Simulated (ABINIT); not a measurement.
# Ir (Fm-3m) in ABINIT: settings compared

One crystal, Ir, is run at these levels: PW91, LDA; tasks: band structure.

All numbers are computed with ABINIT 10.8.3 (patched build); they aren't measurements. Logs are shortened: lines on timing, memory, paths and dates and some standing lists are left out, and cuts for length are marked. The log counts tension as positive stress, the text compression.

**1. The crystal as given**

Symmetry: Fm-3m, No. 225, cubic system. The conventional cell has a = 3.831 Å, b = 3.831 Å, c = 3.831 Å, α = 90.00°, β = 90.00°, γ = 90.00°. Ir (site symmetry m-3m) has 12 Ir at 2.71 Å as nearest neighbours.

**2. Band structure, PW91**

File run.abi:

```
# Datasets: ground state, then fixed potential
ndtset 2

# Pseudopotentials
pp_dirpath "./"
pseudos "Ir.GGA_PBE-JTH.xml"

# Structure
acell 2.7090675001 2.7090675001 2.7090675001 Angstrom
rprim
     0.0000000000     0.7071067812     0.7071067812
     0.7071067812     0.0000000000     0.7071067812
     0.7071067812     0.7071067812     0.0000000000
ntypat 1
znucl 77
natom 1
typat 1
xred
     0.0000000000     0.0000000000     0.0000000000

# Plane-wave basis
ecut 462.593566 eV
pawecutdg 34.0

# Exchange and correlation
ixc -109134

# Bands and occupations
occopt 3
tsmear 0.05 eV

# SCF cycle
nstep 100

# Output
iomode 3
prtwf 0
prteig 0
prtebands 0
enunit 1
prtden1 1
prtvha1 1
prtvclmb1 1
prtpot1 1

# Dataset 1
kptopt1 1
ngkpt1 12 12 12
nshiftk1 1
shiftk1 0.0 0.0 0.0
nband1 12
tolvrs1 1.0e-9

# Dataset 2: bands along G-X-W-K-G-L-U-W-L-K
iscf2 -2
getden2 1
nband2 16
nbdbuf2 2
tolwfr2 1.0e-12
kptopt2 -9
ndivsm2 5
prteig2 1
prtvol2 -3
kptbounds2
     0.0000000000     0.0000000000     0.0000000000
     0.5000000000     0.0000000000     0.5000000000
     0.5000000000     0.2500000000     0.7500000000
     0.3750000000     0.3750000000     0.7500000000
     0.0000000000     0.0000000000     0.0000000000
     0.5000000000     0.5000000000     0.5000000000
     0.6250000000     0.2500000000     0.6250000000
     0.5000000000     0.2500000000     0.7500000000
     0.5000000000     0.5000000000     0.5000000000
     0.3750000000     0.3750000000     0.7500000000
```

Potentials or basis: JTH PAW PBE v2.0.

Command:

```sh
> abinit run.abi > log 2>&1
```

run.abo:

```text
.Version 10.8.3 of ABINIT
 DATASET    1 : space group Fm -3 m (#225); Bravais cF (face-center cubic)
================================================================================
 Values of the parameters that define the memory need for DATASET  1.
     intxc =       0    ionmov =       0      iscf =      17    lmnmax =      18
     lnmax =       6     mgfft =      20  mpssoang =       3    mqgrid =    3001
     natom =       1  nloc_mem =       2    nspden =       1   nspinor =       1
    nsppol =       1      nsym =      48    n1xccc =       1    ntypat =       1
    occopt =       3   xclevel =       2
       mpw =         328          nfft =        8000          nkpt =          72
 PAW method is used; the additional fine FFT grid is defined by:
   mgfftf=        30    nfftf =     27000
================================================================================
================================================================================

 DATASET    2 : space group Fm -3 m (#225); Bravais cF (face-center cubic)
================================================================================
 Values of the parameters that define the memory need for DATASET  2.
     intxc =       0    ionmov =       0      iscf =      -2    lmnmax =      18
     lnmax =       6     mgfft =      20  mpssoang =       3    mqgrid =    3001
     natom =       1  nloc_mem =       2    nspden =       1   nspinor =       1
    nsppol =       1      nsym =      48    n1xccc =       1    ntypat =       1
    occopt =       3   xclevel =       2
       mpw =         331          nfft =        8000          nkpt =          87
 PAW method is used; the additional fine FFT grid is defined by:
   mgfftf=        30    nfftf =     27000
================================================================================
================================================================================

--------------------------------------------------------------------------------
------------- Echo of variables that govern the present computation ------------
--------------------------------------------------------------------------------
 -outvars: echo values of preprocessed input variables --------
            acell      5.1193956318E+00  5.1193956318E+00  5.1193956318E+00 Bohr
              amu      1.92220000E+02
             ecut      1.70000000E+01 Hartree
           enunit           1
           getden1          0
           getden2          1
             iscf1         17
             iscf2         -2
              ixc     -109134
           jdtset        1    2
           kptopt1          1
           kptopt2         -9
[... 811 lines left out ...]
etotal    :  -7.71263715E+01
entropy   :   0.00000000E+00
fermie    :   5.64865634E-01
cartesian_stress_tensor: null
pressure_GPa: null
xred      :
- [  0.0000E+00,   0.0000E+00,   0.0000E+00, Ir]
cartesian_forces: null
force_length_stats: {min: null, max: null, mean: null, }
...

 Integrated electronic density in atomic spheres:
 ------------------------------------------------
 Atom  Sphere_radius  Integrated_density
    1        2.51066         13.63757022

================================================================================

 ----iterations are completed or convergence reached----

 Mean square residual over all n,k,spin=   45.838E-14; max=  99.802E-14
 reduced coordinates (array xred) for    1 atoms
       0.000000000000      0.000000000000      0.000000000000

 cartesian coordinates (angstrom) at end:
    1      0.00000000000000     0.00000000000000     0.00000000000000
 length scales=  5.119395631787  5.119395631787  5.119395631787 bohr
              =  2.709067500100  2.709067500100  2.709067500100 angstroms
 Eigenvalues (   eV  ) for nkpt=  87  k points:
 kpt#   1, nband= 16, wtk=  1.00000, kpt=  0.0000  0.0000  0.0000 (reduced coord)
 -34.09695  -34.09695  -34.09695    4.16679   11.41627   11.41627   11.41627   14.12870
  14.12870   21.08347   29.10806   34.66536   34.66536   34.66536   40.19606   49.33727
 kpt#   2, nband= 16, wtk=  1.00000, kpt=  0.0357  0.0000  0.0357 (reduced coord)
 -34.10717  -34.10073  -34.10073    4.24412   11.35605   11.45931   11.45931   14.05940
  14.15134   21.08370   29.24434   34.44227   34.70645   34.70645   40.68121   48.46793
 kpt#   3, nband= 16, wtk=  1.00000, kpt=  0.0714  0.0000  0.0714 (reduced coord)
 -34.13715  -34.11187  -34.11187    4.47333   11.18249   11.58805   11.58805   13.85888
  14.21852   21.08800   29.64477   33.96287   34.81664   34.81664   41.93796   46.84262
 kpt#   4, nband= 16, wtk=  1.00000, kpt=  0.1071  0.0000  0.1071 (reduced coord)
 -34.18511  -34.12979  -34.12979    4.84540   10.91471   11.80128   11.80128   13.54939
  14.32809   21.09247   30.28622   33.49178   34.95076   34.95076   43.67185   45.20395
 kpt#   5, nband= 16, wtk=  1.00000, kpt=  0.1429  0.0000  0.1429 (reduced coord)
 -34.24816  -34.15354  -34.15354    5.34316   10.57872   12.09684   12.09684   13.16835
  14.47640   21.10115   31.13542   33.15608   35.01415   35.01415   43.77735   43.77737
 kpt#   6, nband= 16, wtk=  1.00000, kpt=  0.1786  0.0000  0.1786 (reduced coord)
 -34.32262  -34.18192  -34.18192    5.93664   10.20205   12.47137   12.47137   12.77001
[... 230 lines left out ...]
 -34.79770  -34.41498  -34.26482    8.45473   10.23530   11.89732   12.59770   15.95769
  20.17078   21.10100   22.15851   30.23373   33.06717   33.63645   43.31002   43.58960
 kpt#  84, nband= 16, wtk=  1.00000, kpt=  0.4167  0.4167  0.6667 (reduced coord)
 -34.76103  -34.48198  -34.28366    8.65971   10.02786   11.64104   13.09507   15.87649
  20.76348   21.10783   22.38283   29.34286   33.04508   33.82321   43.08290   43.31457
 kpt#  85, nband= 16, wtk=  1.00000, kpt=  0.4028  0.4028  0.6944 (reduced coord)
 -34.72650  -34.54173  -34.30223    8.64536    9.83275   11.70893   13.61141   15.82413
  21.02151   21.12061   22.93028   28.19082   32.32894   34.77699   43.11390   43.15104
 kpt#  86, nband= 16, wtk=  1.00000, kpt=  0.3889  0.3889  0.7222 (reduced coord)
 -34.70886  -34.57594  -34.31918    8.50145    9.58290   12.03991   14.08617   15.83574
  21.09549   21.26233   23.38301   27.19026   31.54925   35.64735   43.08903   43.45349
 kpt#  87, nband= 16, wtk=  1.00000, kpt=  0.3750  0.3750  0.7500 (reduced coord)
 -34.72428  -34.56555  -34.33322    8.33257    9.31567   12.43837   14.43641   15.95683
  21.09262   21.62752   23.11833   26.89957   30.78812   36.28632   43.10970   43.26581

== END DATASET(S) ==============================================================
================================================================================

 -outvars: echo values of variables after computation  --------
            acell      5.1193956318E+00  5.1193956318E+00  5.1193956318E+00 Bohr
           etotal1    -7.7126371469E+01
            fcart1    -0.0000000000E+00 -0.0000000000E+00 -0.0000000000E+00
            rprim      0.0000000000E+00  7.0710678120E-01  7.0710678120E-01
                       7.0710678120E-01  0.0000000000E+00  7.0710678120E-01
                       7.0710678120E-01  7.0710678120E-01  0.0000000000E+00
           strten1    -4.1916321560E-04 -4.1916321560E-04 -4.1916321560E-04
                       0.0000000000E+00  0.0000000000E+00  0.0000000000E+00
 Calculation completed.
```

It took 15 s on 1 thread of Arm Neoverse V2, shared host; peak memory 0.11 GiB.

What came out:

```
Free energy                                           : -2098.7155 eV
Pressure                                              : 12.3 GPa
Band gap on the k mesh                                : none (metal or under the smearing width)
Valence electrons inside the program's atomic spheres : Ir 13.64 (radii [1.3286] Å)
```

Levels at the corners of the path, in eV from the Fermi level:
| point | band 5 | band 6 | band 7 | band 8 | band 9 | band 10 |
| --- | --- | --- | --- | --- | --- | --- |
| Γ | -3.95 | -3.95 | -3.95 | -1.24 | -1.24 | 5.71 |
| X | -7.43 | 0.85 | 1.47 | 1.47 | 1.69 | 5.72 |
| W | -4.94 | -4.94 | -1.87 | 1.48 | 5.74 | 8.14 |
| K | -6.06 | -2.93 | -0.93 | 0.59 | 5.72 | 6.26 |
| Γ | -3.95 | -3.95 | -3.95 | -1.24 | -1.24 | 5.71 |
| L | -4.06 | -4.06 | -0.76 | 0.88 | 0.88 | 5.72 |
| U | -6.06 | -2.93 | -0.93 | 0.59 | 5.72 | 6.26 |
| W | -4.94 | -4.94 | -1.87 | 1.48 | 5.74 | 8.14 |
| L | -4.06 | -4.06 | -0.76 | 0.88 | 0.88 | 5.72 |
| K | -6.06 | -2.93 | -0.93 | 0.59 | 5.72 | 6.26 |

Caveat: the PAW data sets were made with another functional, which shifts forces and pressure a little; spin-orbit coupling is left out, which moves the levels of the heavy elements.

**3. Band structure, LDA**

File run.abi:

```
ndtset 2

pp_dirpath "./"
pseudos "Ir.upf"

acell 2.7090675001 2.7090675001 2.7090675001 Angstrom
rprim
     0.0000000000     0.7071067812     0.7071067812
     0.7071067812     0.0000000000     0.7071067812
     0.7071067812     0.7071067812     0.0000000000
ntypat 1
znucl 77
natom 1
typat 1
xcart
     0.0000000000     0.0000000000     0.0000000000

ecut 28.0

ixc 7

occopt 3
tsmear 0.00183747

nstep 100

iomode 3
prtwf 0
prteig 0
prtebands 0
prtden1 1

kptopt1 1
ngkpt1 12 12 12
nshiftk1 1
shiftk1 0.0 0.0 0.0
nband1 13
tolvrs1 1.0e-10

iscf2 -2
getden2 1
nband2 19
nbdbuf2 4
tolwfr2 1.0e-11
kptopt2 -9
ndivsm2 6
prteig2 1
kptbounds2
     0.0000000000     0.0000000000     0.0000000000
     0.5000000000     0.0000000000     0.5000000000
     0.5000000000     0.2500000000     0.7500000000
     0.3750000000     0.3750000000     0.7500000000
     0.0000000000     0.0000000000     0.0000000000
     0.5000000000     0.5000000000     0.5000000000
     0.6250000000     0.2500000000     0.6250000000
     0.5000000000     0.2500000000     0.7500000000
     0.5000000000     0.5000000000     0.5000000000
     0.3750000000     0.3750000000     0.7500000000
```

Potentials or basis: PseudoDojo NC SR LDA v0.4 stringent.

Command:

```sh
> abinit run.abi > log 2>&1
```

Run time: 43 s. Hardware: 1 thread of Intel Xeon Platinum 8488C (Sapphire Rapids), shared host; peak memory 0.1 GiB.

Results (log left out):

```
Free energy                                           : -3128.2832 eV
Pressure                                              : -8.6 GPa
Band gap on the k mesh                                : none (metal or under the smearing width)
Valence electrons inside the program's atomic spheres : Ir 13.37 (radii [1.0584] Å)
```

Levels at the corners of the path, in eV from the Fermi level:
```tsv
point	band 4	band 5	band 6	band 7	band 8	band 9	band 10	band 11	band 12	band 13
Γ	-49.46	-11.25	-3.98	-3.98	-3.98	-1.23	-1.23	13.61	19.11	19.11
X	-49.76	-8.02	-7.45	0.87	1.46	1.46	1.65	10.48	11.44	11.44
W	-49.77	-6.35	-4.96	-4.96	-1.87	1.47	8.06	9.03	9.03	13.37
K	-49.70	-7.06	-6.07	-2.96	-0.92	0.57	6.17	7.72	11.50	15.33
Γ	-49.46	-11.25	-3.98	-3.98	-3.98	-1.23	-1.23	13.61	19.11	19.11
L	-49.57	-8.22	-4.07	-4.07	-0.81	0.88	0.88	7.23	13.27	19.08
U	-49.70	-7.06	-6.07	-2.96	-0.92	0.57	6.17	7.72	11.50	15.33
W	-49.77	-6.35	-4.96	-4.96	-1.87	1.47	8.06	9.03	9.03	13.37
L	-49.57	-8.22	-4.07	-4.07	-0.81	0.88	0.88	7.23	13.27	19.08
K	-49.70	-7.06	-6.07	-2.96	-0.92	0.57	6.17	7.72	11.50	15.33
```

Caveat: spin-orbit coupling is left out, which moves the levels of the heavy elements.
